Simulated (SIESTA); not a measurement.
Crystal: Cu.

```
Cu
1.0
     0.00000    1.80750    1.80750
     1.80750    0.00000    1.80750
     1.80750    1.80750    0.00000
Cu
1
Direct
  0.00000 0.00000 0.00000
```

Base run:

```yaml
Program: SIESTA 5.4.2
Functional: PBE
Potentials_or_basis: PseudoDojo 0.4 standard (PBE files)
Basis: DZP (energy shift 0.002 Ry)
Grid_cutoff: 800 Ry
Energy_shift: 0.002 Ry
k_mesh: 13 × 13 × 13
Occupations: fermi-dirac, width 0.05 eV
Spin: no spin polarisation
```

Its results: band gap on the k mesh none (metal or under the smearing width); pressure 0.8 GPa.

Q: The run is repeated on the same cell with these changes: functional from PBE to PW91. What comes out?

A: Band gap on the k mesh none (metal or under the smearing width); pressure -0.1 GPa.

Caveats: semicore shells carry a single zeta, which can move pressures by several GPa and volumes by a few percent; the basis of atomic orbitals isn't converged, which shifts pressures, moduli and gaps; the potentials were made for another functional, which shifts forces and pressure (some runs).

Not every run made on this cell is shown here.
